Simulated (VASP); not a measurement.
# C in VASP: notebook

Aim: see how the results for C move with the level of theory and the settings. Levels: PBE, PW91+D3(BJ), PBE+TS. Tasks: work function, optical spectrum, density of states.

All numbers are computed with VASP 6.6.1; they aren't measurements. Logs are shortened: lines on timing, memory, paths and dates and some standing lists are left out, and cuts for length are marked.

### 1 The cell of the first run

The cell holds a slab with vacuum, 8 atoms: a = 2.456 Å, b = 2.456 Å, c = 25.095 Å, α = 90.00°, β = 90.00°, γ = 120.00°.

The slab is cut from a database's or a generator's crystal, which needn't be the stable form of the element.

### 2 Work function, PBE (the (0 0 1) slab of C, cut from the database cell, not relaxed)

The input, INCAR:

```
PREC = Accurate
ENCUT = 520
EDIFF = 1E-6
ISMEAR = 0
SIGMA = 0.05
LREAL = False
LASPH = True
NELM = 60
ALGO = Normal
ISIF = 2
LWAVE = False
LCHARG = True
LDIPOL = True
IDIPOL = 3
DIPOL = 0.5 0.5 0.500
GGA = PE
LELF = True
LVHAR = True
LVACPOTAV = True
```

The input, KPOINTS:

```
regular mesh
0
Gamma
  12 12 1
```

The input, POSCAR:

```
C
1.0
    2.4560526929      0.0000000000      0.0000000000
   -1.2280263465      2.1270040252      0.0000000000
    0.0000000000      0.0000000000     25.0945846916
C
8
Direct
    0.6666666667      0.3333333333      0.2988692617
    0.3333333333      0.6666666667      0.3010032749
    0.3333333333      0.6666666667      0.4322450829
    0.0000000000      0.0000000000      0.4343790960
    0.0000000000      0.0000000000      0.5656209040
    0.6666666667      0.3333333333      0.5677549171
    0.6666666667      0.3333333333      0.6989967251
    0.3333333333      0.6666666667      0.7011307383
```

Potentials or basis: VASP PAW PBE potentials, release 64 (C).

Command:

```sh
$ cat potpaw_PBE.64/C/POTCAR > POTCAR
$ mpirun -np 1 vasp_std > vasp.out
```

OUTCAR:

```text
PREC = Accurate
   ENCUT = 520
   EDIFF = 1E-6
   ISMEAR = 0
   LREAL = False
   LASPH = True
   NELM = 60
   ISIF = 2
   GGA = PE

 ion  position               nearest neighbor table
   1  0.667  0.333  0.299-   2 1.42   2 1.42   2 1.42
   2  0.333  0.667  0.301-   1 1.42   1 1.42   1 1.42
   3  0.333  0.667  0.432-   4 1.42   4 1.42   4 1.42
   4  0.000  0.000  0.434-   3 1.42   3 1.42   3 1.42
   5  0.000  0.000  0.566-   6 1.42   6 1.42   6 1.42
   6  0.667  0.333  0.568-   5 1.42   5 1.42   5 1.42
   7  0.667  0.333  0.699-   8 1.42   8 1.42   8 1.42
   8  0.333  0.667  0.701-   7 1.42   7 1.42   7 1.42

  LATTYP: Found a hexagonal cell.
 ALAT       =     2.4560526929
 C/A-ratio  =    10.2174455638

  Lattice vectors:

 A1 = (   2.4560526929,   0.0000000000,   0.0000000000)
 A2 = (  -1.2280263465,   2.1270040252,   0.0000000000)
 A3 = (   0.0000000000,   0.0000000000,  25.0945846916)

Analysis of symmetry for initial positions (statically):
=====================================================================
 Subroutine PRICEL returns:
 Original cell was already a primitive cell.

 Routine SETGRP: Setting up the symmetry group for a
 hexagonal supercell.

 Subroutine GETGRP returns: Found 12 space group operations
 (whereof 12 operations were pure point group operations)
 out of a pool of 24 trial point group operations.

The static configuration has the point symmetry D_3d.

Analysis of symmetry for dynamics (positions and initial velocities):
=====================================================================
 Subroutine PRICEL returns:
 Original cell was already a primitive cell.

 Routine SETGRP: Setting up the symmetry group for a
 hexagonal supercell.

 Subroutine GETGRP returns: Found 12 space group operations
 (whereof 12 operations were pure point group operations)
 out of a pool of 24 trial point group operations.

The dynamic configuration has the point symmetry D_3d.

 Subroutine INISYM returns: Found 12 space group operations
 (whereof 12 operations are pure point group operations),
 and found     1 'primitive' translations

----------------------------------------------------------------------------------------

                                     Primitive cell

  volume of cell :     131.0950

  direct lattice vectors                    reciprocal lattice vectors
     2.456052693  0.000000000  0.000000000     0.407157388  0.235072428  0.000000000
    -1.228026347  2.127004025  0.000000000     0.000000000  0.470144855  0.000000000
     0.000000000  0.000000000 25.094584692     0.000000000  0.000000000  0.039849235

  length of vectors
     2.456052693  2.456052693 25.094584692     0.470144855  0.470144855  0.039849235

  position of ions in fractional coordinates (direct lattice)
     0.666666667  0.333333333  0.298869262
     0.333333333  0.666666667  0.301003275
     0.333333333  0.666666667  0.432245083
     0.000000000  0.000000000  0.434379096
     0.000000000  0.000000000  0.565620904
     0.666666667  0.333333333  0.567754917
     0.666666667  0.333333333  0.698996725
     0.333333333  0.666666667  0.701130738

  ion indices of the primitive-cell ions
   primitive index   ion index
                 1           1
                 2           2
                 3           3
                 4           4
                 5           5
                 6           6
                 7           7
                 8           8

----------------------------------------------------------------------------------------

 KPOINTS: regular mesh

Automatic generation of k-mesh.
 Grid dimensions read from file:
 generate k-points for:   12   12    1

 Generating k-lattice:

  Cartesian coordinates                     Fractional coordinates (reciprocal lattice)
     0.033929782  0.019589369  0.000000000     0.083333333 -0.000000000  0.000000000
     0.000000000  0.039178738  0.000000000     0.000000000  0.083333333  0.000000000
     0.000000000  0.000000000  0.039849235     0.000000000  0.000000000  1.000000000

  Length of vectors
     0.039178738  0.039178738  0.039849235

  Shift w.r.t. Gamma in fractional coordinates (k-lattice)
     0.000000000  0.000000000  0.000000000

 Subroutine IBZKPT returns following result:
 ===========================================

 Found     19 irreducible k-points:

 Following reciprocal coordinates:
            Coordinates               Weight
  0.000000  0.000000  0.000000      1.000000
  0.083333 -0.000000  0.000000      6.000000
  0.166667 -0.000000  0.000000      6.000000
  0.250000 -0.000000  0.000000      6.000000
  0.333333 -0.000000  0.000000      6.000000
  0.416667 -0.000000  0.000000      6.000000
[... 11 lines left out ...]
  0.333333  0.250000  0.000000     12.000000
  0.333333  0.333333  0.000000      2.000000
   k-points           NKPTS =     19   k-points in BZ     NKDIM =     19   number of bands    NBANDS=     21
   number of dos      NEDOS =    301   number of ions     NIONS =      8
   total plane-waves  NPLWV =  62208
   dimension x,y,z NGX =    18 NGY =   18 NGZ =  192
   dimension x,y,z NGXF=    36 NGYF=   36 NGZF=  384
   ions per type =               8
   NGX,Y,Z   is equivalent  to a cutoff of  12.18, 12.18, 12.72 a.u.
   NGXF,Y,Z  is equivalent  to a cutoff of  24.37, 24.37, 25.44 a.u.
 SYSTEM =  unknown system
   PREC   = accura    normal or accurate (medium, high low for compatibility)
   ISTART =      0    job   : 0-new  1-cont  2-samecut
   ICHARG =      2    charge: 1-file 2-atom 10-const
   ISPIN  =      1    spin polarized calculation?
   LNONCOLLINEAR =      F non collinear calculations
   LSORBIT =      F    spin-orbit coupling
   LASPH  =      T    aspherical Exc in radial PAW
   ENCUT  =  520.0 eV  38.22 Ry    6.18 a.u.   4.57  4.57 46.66*2*pi/ulx,y,z
   NELM   =     60;   NELMIN=  2; NELMDL= -5     # of ELM steps
   EDIFF  = 0.1E-05   stopping-criterion for ELM
   LREAL  =      F    real-space projection
   EDIFFG = 0.1E-04   stopping-criterion for IOM
   NSW    =      0    number of steps for IOM
   IBRION =     -1    ionic relax: 0-MD 1-quasi-New 2-CG
   NFREE  =      0    steps in history (QN), initial steepest desc. (CG)
   ISIF   =      2    stress and relaxation
   ISYM   =      2    0-nonsym 1-usesym 2-fastsym
   POTIM  = 0.5000    time-step for ionic-motion
   TEBEG  =    0.0;   TEEND  =   0.0 temperature during run
   PSTRESS=    0.0 pullay stress
   NELECT =      32.0000    total number of electrons
   NUPDOWN=      -1.0000    fix difference up-down
   EMIN   =  10.00;   EMAX   =-10.00  energy-range for DOS
   EFERMI =   0.00;   METHOD = LEGACY
   ISMEAR =     0;   SIGMA  =   0.05  broadening in eV -4-tet -1-fermi 0-gaus
   EFERMI_NEDOS =   21; number of points for ismear=-14 and -15
   IALGO  =     38    algorithm
   IMIX   =      4    mixing-type and parameters
     AMIX     =   0.40;   BMIX     =  1.00
     AMIX_MAG =   1.60;   BMIX_MAG =  1.00
  volume/ion in A,a.u.               =      16.39       110.58
  Fermi-wavevector in a.u.,A,eV,Ry     =   1.023127  1.933429 14.242423  1.046789
  Thomas-Fermi vector in A             =   2.156844
   LORBIT       =      0    0 simple, 1 ext, 2 COOP (PROOUT), +10 PAW based schemes
   GGA     = PE    functional components
   LHFCALC =     F    Hartree Fock is set to
   AEXX    =    0.0000 exact exchange contribution
   IVDW    =     0    specifies the selected vdW correction
   LEPSILON=     F    determine dielectric tensor
   LRPA    =     F    only Hartree local field effects (RPA)
 non-spin polarized calculation
 Gauss-broadening in eV      SIGMA  =   0.05
  energy-cutoff  :      520.00
  volume of cell :      131.09
 maximum number of plane-waves:      3587
   NGX =  9   NGY =  9   NGZ = 93

 number of electron      31.9999991 magnetization

 dipolmoment           0.000000      0.000000     -0.000000 electrons x Angstroem

 Free energy of the ion-electron system (eV)
  ---------------------------------------------------
  ext. energy  EPLUGINS =         0.00000000
  ---------------------------------------------------
  free energy    TOTEN  =       -73.60716703 eV

  energy without entropy =      -73.60638343  energy(sigma->0) =      -73.60677523

 E-fermi :   0.5652     XC(G=0):  -5.8669

 val. band max:        0.1772863932   @ k =   0.3333   0.3333   0.0000
 cond. band min:       0.5652333472   @ k =   0.3333   0.3333   0.0000
 fundamental gap:      0.3879469540
 Fermi energy:         0.5652333471

 k-point     1 :       0.0000    0.0000    0.0000
  band No.  band energies     occupation
      1     -19.1556      2.00000
      2     -19.0787      2.00000
      3     -18.9841      2.00000
      4     -18.9085      2.00000
      5      -7.8767      2.00000
      6      -7.4230      2.00000
[... 13 lines left out ...]
     20       5.8338      0.00000
     21       6.3274      0.00000

 k-point     2 :       0.0833   -0.0000    0.0000
  band No.  band energies     occupation
      1     -18.9890      2.00000
      2     -18.9128      2.00000
      3     -18.8191      2.00000
      4     -18.7444      2.00000
      5      -7.6751      2.00000
      6      -7.2240      2.00000
[... 13 lines left out ...]
     20       6.0395      0.00000
     21       6.5408      0.00000

 k-point     3 :       0.1667   -0.0000    0.0000
  band No.  band energies     occupation
      1     -18.4910      2.00000
      2     -18.4170      2.00000
      3     -18.3262      2.00000
      4     -18.2537      2.00000
      5      -7.0750      2.00000
      6      -6.6326      2.00000
[... 13 lines left out ...]
     20       6.6517      0.00000
     21       7.1676      0.00000
[... 337 lines left out ...]
 k-point    18 :       0.3333    0.2500    0.0000
  band No.  band energies     occupation
      1     -13.3489      2.00000
      2     -13.3015      2.00000
      3     -13.2444      2.00000
      4     -13.1998      2.00000
      5     -11.4536      2.00000
      6     -11.4212      2.00000
[... 13 lines left out ...]
     20       2.1366      0.00000
     21      11.2681      0.00000

 k-point    19 :       0.3333    0.3333    0.0000
  band No.  band energies     occupation
      1     -12.0933      2.00000
      2     -12.0916      2.00000
      3     -12.0916      2.00000
      4     -12.0387      2.00000
      5     -12.0387      2.00000
      6     -11.9964      2.00000
[... 13 lines left out ...]
     20       0.9458      0.00000
     21      11.0529      0.00000

------------------------ aborting loop because EDIFF is reached ----------------------------------------

  FORCE on cell =-STRESS in cart. coord.  units (eV):
  Direction    XX          YY          ZZ          XY          YZ          ZX
  --------------------------------------------------------------------------------------
  -------------------------------------------------------------------------------------
  Total        2.5449122      2.5449122      0.8560653     -0.0000000      0.0000000     -0.0000000
  in kB       31.1026487     31.1026487     10.4624039     -0.0000000      0.0000000     -0.0000000
  external PRESSURE =      24.2225671 kB  Pullay stress =       0.0000000 kB

 VOLUME and BASIS-vectors are now :
 -----------------------------------------------------------------------------
  energy-cutoff  :      520.00
  volume of cell :      131.09
      direct lattice vectors                 reciprocal lattice vectors
     2.456052693  0.000000000  0.000000000     0.407157388  0.235072428  0.000000000
    -1.228026347  2.127004025  0.000000000     0.000000000  0.470144855  0.000000000
     0.000000000  0.000000000 25.094584692     0.000000000  0.000000000  0.039849235

 POSITION                                       TOTAL-FORCE (eV/Angst)
 -----------------------------------------------------------------------------------
      1.22803      0.70900      7.50000        -0.000000      0.000000      0.821888
     -0.00000      1.41800      7.55355        -0.000000      0.000000     -0.929407
     -0.00000      1.41800     10.84701         0.000000     -0.000000      0.855354
      0.00000      0.00000     10.90056        -0.000000      0.000000     -0.856392
      0.00000      0.00000     14.19402         0.000000      0.000000      0.856392
      1.22803      0.70900     14.24757        -0.000000      0.000000     -0.855354
      1.22803      0.70900     17.54103        -0.000000     -0.000000      0.929407
     -0.00000      1.41800     17.59458         0.000000     -0.000000     -0.821888
 -----------------------------------------------------------------------------------
    total drift:                                0.000000     -0.000000      0.000000

  FREE ENERGIE OF THE ION-ELECTRON SYSTEM (eV)
  ---------------------------------------------------
  free  energy   TOTEN  =       -73.6071670262 eV

  energy  without entropy=      -73.6063834295  energy(sigma->0) =      -73.60677523

 vacuum level on the upper side and lower side of the slab         4.818         4.818
```

It took 77 s on 1 thread of Intel Xeon Platinum 8259CL at 2.50GHz (Skylake/Cascade Lake), shared host; peak memory 0.24 GiB.

Results:

| Quantity | Value |
| --- | --- |
| Free energy | -73.6072 eV |
| Largest force | 0.929 eV/Å |
| Band gap on the k mesh | none (metal or under the smearing width) |
| Work function of the upper face | 4.25 eV |
| Work function of the lower face | 4.25 eV |

Forces on the atoms (eV/Å):
```
C    0.000  0.000  0.822
C    0.000  0.000 -0.929
C    0.000  0.000  0.855
C    0.000  0.000 -0.856
C    0.000  0.000  0.856
C    0.000  0.000 -0.855
C    0.000  0.000  0.929
C    0.000  0.000 -0.822
```

(Continued in part 2 of 2.)
